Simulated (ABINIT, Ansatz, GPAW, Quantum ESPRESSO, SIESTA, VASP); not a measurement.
## TiC: 7 runs at one level of theory

```xyz
2
Lattice="0.0000 2.1657 2.1657 2.1657 0.0000 2.1657 2.1657 2.1657 0.0000" Properties=species:S:1:pos:R:3 pbc="T T T"
Ti    0.0000    0.0000    0.0000
C     2.1657    2.1657    2.1657
```

The cell is a database's computed one, not the measured one.

Alike in all runs: task single point; functional PBEsol; k mesh 11 × 11 × 11; occupations fermi-dirac, width 0.05 eV; no spin polarisation; no spin-orbit coupling. Pressure is positive in compression and, in plane waves, holds the error of the finite cutoff, which Ansatz's Pulay term estimates and takes out.

```csv
program and potentials,plane-wave cutoff (eV),notes,pressure (GPa)
"Ansatz, Ansatz PAW",420,"potentials made for PBE, which Ansatz adapts in part; Pulay term of +0.27 GPa included",-6.71
"SIESTA, files PseudoDojo sr-pbesol-0.4.1-standard, DZP (energy shift 0.003 Ry; two zetas on semicore shells)",-,atomic basis,-5.37
"GPAW, PAW data sets generated for this functional",800,-,-5.85
"ABINIT, PseudoDojo NC SR PBEsol v0.4.1 standard",1143,-,-6.54
"Ansatz, all-electron LAPW, scalar-relativistic",-,-,-6.74
"Quantum ESPRESSO, GBRV 1.5 PBEsol",612,-,-6.76
"VASP, PBE PAW files C, Ti_sv, 520 eV",520,potentials made for PBE,-6.46
```

The pressure spans -6.76 (Quantum ESPRESSO, GBRV 1.5 PBEsol) to -5.37 GPa (SIESTA, files PseudoDojo sr-pbesol-0.4.1-standard, DZP (energy shift 0.003 Ry; two zetas on semicore shells)), with all-electron results at -6.74. Rows in atomic bases carry the error of their basis and grid, which can be large.

The functional is the same throughout but for its coding, so the spread measures potentials, basis and numerics; runs on potential files found faulty are left out.

Every run gives a negative pressure, so PBEsol would contract this cell. The likely reason is that the database relaxed it with a functional favouring larger volumes, such as PBE; PBEsol's weaker gradient enhancement of exchange generally gives denser solids. TiC is very stiff because of its strong Ti 3d–C 2p covalent bonding, so even a slight excess in lattice constant produces a tension of several GPa. By the same token, the differences between the codes correspond to only small changes in equilibrium lattice constant.

Ansatz PAW and the GBRV run lie closest to the all-electron value, while GPAW and SIESTA show clearly weaker tension. For GPAW, an unconverged cutoff is an unlikely explanation, since Pulay stress normally makes the pressure too negative rather than too small in magnitude. The two runs with potentials made for PBE stay near the all-electron result, so that mismatch does no evident harm here, though compensating errors remain possible. A single volume fixes the direction of relaxation, but neither the equilibrium lattice constant nor the bulk modulus.
